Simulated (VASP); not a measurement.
A run of VASP 6.6.1:

Contents of POSCAR:

```
MoS2
1.0
    1.5924965645      0.9194265589      6.4963040744
   -1.5924965645      0.9194265589      6.4963040744
    0.0000000000     -1.8388584018      6.4963033265
Mo S
1 2
Direct
    0.0001069240      0.0001069240      0.0001069240
    0.2537929860      0.2537929860      0.2537929860
    0.4131000900      0.4131000900      0.4131000900
```

The input INCAR.step1:

```
SYSTEM = MoS2
ALGO = Normal
EDIFF = 1E-4
ENCUT = 520
GGA = PE
ISMEAR = -1
LASPH = .True.
LCHARG = .False.
LREAL = .False.
LWAVE = .True.
NBANDS = 20
NELM = 100
PREC = Accurate
SIGMA = 0.0368
```

INCAR.step2

```
SYSTEM = MoS2
ALGO = Normal
EDIFF = 1E-7
ENCUT = 520
ISIF = 2
ISMEAR = -1
ISTART = 1
LASPH = .True.
LCHARG = .True.
LELF = .True.
LMIXTAU = .True.
LREAL = .False.
LVHAR = .True.
LWAVE = .False.
METAGGA = R2SCAN
NBANDS = 20
NELM = 100
PREC = Accurate
SIGMA = 0.0368
```

KPOINTS

```
k-points
0
Gamma
  8 8 8
  0 0 0
```

Potentials or basis: VASP PAW PBE potentials, release 64 (Mo_sv, S).

Command:

```sh
$ cat potpaw_PBE.64/Mo_sv/POTCAR potpaw_PBE.64/S/POTCAR > POTCAR
$ cp INCAR.step1 INCAR
$ mpirun -np 1 vasp_std > vasp.out
$ cp INCAR.step2 INCAR
$ mpirun -np 1 vasp_std > vasp.out
```

Hardware: 1 thread of Intel(R) Xeon(R) Platinum 8488C (Sapphire Rapids), on a shared host.

Q: Estimate the wall time of this run.

A: Wall time 13 min on 1 thread of Intel(R) Xeon(R) Platinum 8488C (Sapphire Rapids) (shared host), peak memory 0.41 GiB. Counts: scf iterations 11, k points 65.
